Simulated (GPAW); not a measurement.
A run of GPAW 26.7.0 is set up as follows.

The input run.py:

```python
from ase.eos import EquationOfState
from ase.io import Trajectory, read
from ase.units import GPa
from gpaw import GPAW, PW

atoms = read('Sn.cif')

traj = Trajectory('eos.traj', 'w')
volumes, energies = [], []
for x in [0.94, 0.96, 0.98, 1.0, 1.02, 1.04, 1.06]:
    a = atoms.copy()
    a.set_cell(atoms.cell * x**(1 / 3), scale_atoms=True)
    calc = GPAW(mode=PW(800),
                xc='LDA',
                kpts={'size': (6, 6, 6), 'gamma': True},
                occupations={'name': 'fermi-dirac', 'width': 0.05},
                setups='hgh',
                nbands=-10,
                convergence={'density': 1e-05, 'energy': 1e-05},
                maxiter=150,
                txt=f'eos-{x:.2f}.txt')
    a.calc = calc
    energies.append(a.get_potential_energy(force_consistent=True))
    volumes.append(a.get_volume())
    p = -a.get_stress()[:3].mean() / GPa
    calc.write(f'eos-{x:.2f}.gpw')
    traj.write(a)
    print(f'{x:.2f} {volumes[-1]:10.4f} A^3 {energies[-1]:14.6f} eV {p:9.3f} GPa', flush=True)

v0, e0, B = EquationOfState(volumes, energies, eos='birchmurnaghan').fit()
print(f'V0 = {v0:.4f} A^3, E0 = {e0:.6f} eV, B0 = {B / GPa:.2f} GPa')
```

Sn.cif

```cif
data_Sn
_cell_length_a 4.57263724
_cell_length_b 4.57263724
_cell_length_c 4.57263724
_cell_angle_alpha 60.00000000
_cell_angle_beta 60.00000000
_cell_angle_gamma 60.00000000
_space_group_name_H-M_alt 'P1'
_space_group_name_Hall 'P 1'
_space_group_IT_number 1
loop_
_space_group_symop_operation_xyz
'x,y,z'
loop_
_atom_site_label
_atom_site_type_symbol
_atom_site_symmetry_multiplicity
_atom_site_Wyckoff_symbol
_atom_site_fract_x
_atom_site_fract_y
_atom_site_fract_z
_atom_site_occupancy
Sn1 Sn 1 a 0.7500000000 0.7500000000 0.7500000000 1
Sn2 Sn 1 a 0.5000000000 0.5000000000 0.5000000000 1
```

Potentials or basis: HGH pseudopotentials, pw.

The run is started by

```bash
$ OMP_NUM_THREADS=1 python run.py
```

(1) Estimate the equilibrium volume.

(2) Predict the pressure derivative of the bulk modulus.

(3) Predict the bulk modulus.

Results:

(1) 32.88 Å³/atom.

(2) 4.6.

(3) 45 GPa.

Caveat: HGH potentials are hard and often keep d shells in the core, so these values are rough.
